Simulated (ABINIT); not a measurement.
WC (Qusongite):

```
W C
1.0
     2.90650    0.00000    0.00000
    -1.45325    2.51710    0.00000
     0.00000    0.00000    2.83660
W C
1 1
Direct
  0.00000 0.00000 0.00000
  0.66667 0.33333 0.50000
```

Base run:

```yaml
Program: ABINIT 10.8.3 (patched build)
Functional: AM05
Potentials_or_basis: JTH PAW PBE v2.0
Cutoff: 544 eV
k_mesh: 10 × 10 × 9
Occupations: fermi-dirac, width 0.05 eV
Spin: no spin polarisation
```

Its results: band gap on the k mesh none (metal or under the smearing width); pressure -4.9 GPa.

Task: The run is repeated on the same cell with these changes: functional from AM05 to SCAN; cutoff from 544 eV to 653 eV; fine-grid cutoff from 1088.46 eV to 1251.72 eV. What comes out?

Result: Band gap on the k mesh none (metal or under the smearing width); pressure -2.4 GPa.

Caveats: the PAW data sets were made with another functional, which shifts forces and pressure a little; spin-orbit coupling is left out, which moves the levels of the heavy elements.
